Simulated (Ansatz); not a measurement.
Runs of Ansatz 0.2.0 on W. The structure is cubic, space group Im-3m (No. 229). Conventional cell: a = 3.165 Å, b = 3.165 Å, c = 3.165 Å, α = 90.00°, β = 90.00°, γ = 90.00°. W (site symmetry m-3m) is surrounded by 8 W at 2.74 Å. 

```csv
task,level,potentials or basis,spin,cell,k mesh,cutoff (eV),smearing,gap on the mesh (eV),pressure (GPa)
band structure,LDA,"all-electron LAPW, relativistic spinors","SOC, no magnetisation",as given,9 × 9 × 9,287,fermi-dirac 0.05 eV,-,-8.7
single point,PBE,"all-electron LAPW, scalar-relativistic",off,as given,12 × 12 × 12,286,gaussian 0.026 eV,none,6.1
relaxation of cell and atoms,RPBE+D4,"all-electron LAPW, scalar-relativistic",off,relaxed,12 × 12 × 12,-,fermi-dirac 0.05 eV,-,0.0
single point,PBE,"all-electron LAPW, scalar-relativistic",off,as given,12 × 12 × 12,286,gaussian 0.021 eV,none,6.1
band structure,PBEsol,"all-electron LAPW, scalar-relativistic",off,as given,12 × 12 × 12,286,fermi-dirac 0.05 eV,-,(a)
```

Alike in all rows: basis error allowed 0.001 eV/atom.

Problem. Estimate the missing entries.

Solution. (a) -2.9.

Caveats: the k mesh is thin for a metal, which can move the energy by tens of meV per atom (some runs); spin-orbit coupling is left out, which moves the levels of the heavy elements (some runs).

A k mesh can miss the band edges, and rows without SOC leave out spin-orbit coupling on W.

A gap of «none» marks a metal or a gap under the smearing width.
